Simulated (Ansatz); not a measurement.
Input of an Ansatz 0.2.0 run:

The input input.yaml:

```yaml
crystal:
  lattice:
    - [2.68301877, -1.54994319, 0.0]
    - [2.68301877, 1.54994319, 0.0]
    - [-0.02214181, 0.0, 7.68807159]
  atoms:
    - { symbol: Ga, position: [0.66684806, 0.66684806, 0.31037069] }
    - { symbol: Ga, position: [0.33315194, 0.33315194, 0.68962931] }
    - { symbol: O, position: [0.0, 0.0, 0.5] }
    - { symbol: O, position: [0.66819686, 0.66819686, 0.82365472] }
    - { symbol: O, position: [0.33180314, 0.33180314, 0.17634528] }
kpoints:
  mp_grid: { grid: [10, 10, 4] }
scf:
  occupations: { method: fermi_dirac, width: 0.05 }
hamiltonian:
  xc: pbe
  pseudopotentials: { kind: all_electron, lapw: { basis_error: 0.001 } }
output:
  forces: true
  stress: true
  eigenvalues: true
  populations: true
```

Potentials or basis: all-electron LAPW, scalar-relativistic.

The run is started by

```console
$ ansatz run input.yaml --threads 4 --pin off --max-ram 12288MiB --backend cpu --events-out ev --progress --plain --runs-dir out
```

(1) Estimate the pressure.

(2) What does it give for the largest force?

## Answers

(1) -18.8 GPa.

(2) 3.507 eV/Å.

Caveat: so large a pressure means that the cell lies far from this level's equilibrium, or that cutoff or potentials fall short; forces of over 1 eV/Å show positions far from the minimum, so gaps and moduli don't describe the material at rest.
